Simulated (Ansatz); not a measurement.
# Could CdS exist in this structure?

Plane-wave DFT in Ansatz with scalar-relativistic PAW potentials. The crystal relaxes under PBE to F-43m with a = 5.926 Å, 26.02 Å³/atom. No spin polarisation.

Space group F-43m (No. 216). a = 5.926 Å, b = 5.926 Å, c = 5.926 Å, α = 90.00°, β = 90.00°, γ = 90.00°
| atom | site | symmetry | x | y | z |
| --- | --- | --- | --- | --- | --- |
| Cd | 4a | -43m | 0.0000 | 0.0000 | 0.0000 |
| S | 4d | -43m | 0.2500 | 0.2500 | 0.7500 |

Q: Test it against the elements, against displacements at the zone centre and against strain.

A:
- Energy over the elements: -0.658 eV/atom (PBE, standard states in the same functional, gases uncorrected)
- Optical modes at Γ: all 3 real, at 216 cm⁻¹ (PBE, without the LO-TO term)
- Least eigenvalue of the elastic tensor: 20 GPa (PBE)

It passes all three tests. So it is a local minimum against everything tried and bound against the elements. Modes at other wave vectors, other structures and decomposition into other compounds weren't tested here.

This zinc-blende form isn't the usual stable structure of the compound.